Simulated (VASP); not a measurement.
A run of VASP 6.6.1 is set up as follows.

File INCAR:

```
SYSTEM = MoP
PREC     = Accurate       ! precision mode
ENCUT    = 520            ! plane-wave cutoff, eV
EDIFF    = 1E-7           ! SCF threshold, eV
ISMEAR   = 0              ! smearing method
SIGMA    = 0.1            ! smearing width, eV
LREAL    = .False.        ! projectors in reciprocal space
LASPH    = .True.         ! aspherical terms in the spheres
NELM     = 60             ! most SCF steps
ALGO     = Normal         ! electronic algorithm
ISIF     = 4              ! what is computed and relaxed
LWAVE    = .False.        ! write WAVECAR
LCHARG   = .False.        ! write CHGCAR
GGA      = PE             ! functional
IBRION   = 2              ! ionic algorithm
NSW      = 80             ! ionic steps
EDIFFG   = -0.002         ! ionic threshold
```

File KPOINTS:

```
Automatic mesh
0
Gamma
  3 3 4
  0 0 0
```

The input POSCAR:

```
MoP                                     
1.0
    3.3458324486      0.0000000000      0.0000000000
   -1.6729162243      2.8975759011      0.0000000000
    0.0000000000      0.0000000000      3.3238952037
  Mo              P             
     1     1
Direct
     0.0000000000000000    0.0000000000000000    0.0000000000000000
     0.3333333300000021    0.6666666699999979    0.5000000000000000
```

Potentials or basis: VASP PAW PBE potentials, release 64 (Mo_sv, P).

The run is started by

```bash
$ cat potpaw_PBE.64/Mo_sv/POTCAR potpaw_PBE.64/P/POTCAR > POTCAR
$ mpirun -np 1 vasp_std > vasp.out
```

Estimate the band gap on the k mesh.

none (metal or under the smearing width).

Final structure:
```
Mo P
1.0
     3.36140    0.00000    0.00000
    -1.68070    2.91106    0.00000
     0.00000    0.00000    3.29317
Mo P
1 1
Cartesian
  0.0000 0.0000 0.0000
  0.0000 1.9407 1.6466
```

Caveat: the k mesh is coarse (spacing up to 0.72 Å⁻¹), so the values aren't converged.
